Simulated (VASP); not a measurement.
# Settings for CdTe: self-consistent run

CdTe, F-43m (no. 216), 2 atoms in the cell. PBE, spin-orbit coupling; PAW potentials Te, Cd (PBE set). VASP 6.6.1.

Wanted: energy within 0.2 meV/atom; levels at the zone centre within 0.003 eV.

What the run is for: comparing ways to start; Accuracy asked: tight.

Levels at the zone centre: counted from the valence top at that point.

POSCAR:
```
CdTe
1.0
    0.0000000000      3.2050000000      3.2050000000
    3.2050000000      0.0000000000      3.2050000000
    3.2050000000      3.2050000000      0.0000000000
Te Cd
1 1
Direct
    0.7500000000      0.7500000000      0.7500000000
    0.0000000000      0.0000000000      0.0000000000
```

## How the run starts (with a second run first, the time holds both)

| How the run starts (with a second run first, the time holds both) | Energy less reference (meV/atom) | Levels at the zone centre, largest deviation (eV) | Time (s) |
|---|---|---|---|
| from scratch: 13 SCF iterations | 0.00 | 0.0000 | 59 |
| density without spin-orbit coupling (CHGCAR): 13 + 9 SCF iterations | 0.00 | 0.0001 | 50 |

Chosen: density without spin-orbit coupling (CHGCAR): 13 + 9 SCF iterations; it saves 9.2 s of 59, so from scratch: 13 SCF iterations would do nearly as well.

## All choices together

| Input | Energy less reference (meV/atom) | Levels at the zone centre, largest deviation (eV) | Time (s) |
|---|---|---|---|
| chosen settings | 0.00 | 0.0001 | 50 |
| reference settings throughout | 0.00 | 0.0000 | 59 |

The tolerance is met.

Values of the reference run: Levels at the zone centre: 0, 0, 0, 0, 0.6001, 0.6001 eV from the valence top at Gamma.

## The input

INCAR.step1:
```
SYSTEM = CdTe
GGA = PE
ISMEAR = 0
SIGMA = 0.03
LWAVE = .True.
LCHARG = .True.
PREC = Accurate
LASPH = .True.
LREAL = .False.
ALGO = Normal
EDIFF = 1E-6
NELM = 120
GGA_COMPAT = .False.
ENCUT = 400
EFERMI = MIDGAP
```

INCAR.step2:
```
SYSTEM = CdTe
GGA = PE
LSORBIT = .True.
MAGMOM = 0 0 0 0 0 0
LORBIT = 11
ISMEAR = 0
SIGMA = 0.03
LWAVE = .False.
LCHARG = .False.
ISIF = 2
PREC = Accurate
LASPH = .True.
LREAL = .False.
ALGO = Normal
EDIFF = 1E-6
NELM = 200
GGA_COMPAT = .False.
ENCUT = 400
EFERMI = MIDGAP
ISTART = 0
ICHARG = 1
```

KPOINTS:
```
k-points
0
Gamma
  7 7 7
```

Commands (each step's output is kept before the next begins):
```
cat potpaw_PBE.64/Te/POTCAR potpaw_PBE.64/Cd/POTCAR > POTCAR
cp INCAR.step1 INCAR
mpirun -np 1 vasp_std > vasp.out
cp INCAR.step2 INCAR
mpirun -np 1 vasp_ncl > vasp.out
```

The chosen input took VASP 6.6.1 50 s on 1 core (AMD EPYC 7R43 (Zen 3)), a shared host.

## An input that fails: restart asked without its files

VASP's message: ERROR: charge density could not be read from file CHGCAR for ICHARG>10.

Changes against the starting input:
```
- NELM = 200
+ NELM = 60
+ ICHARG = 11
```
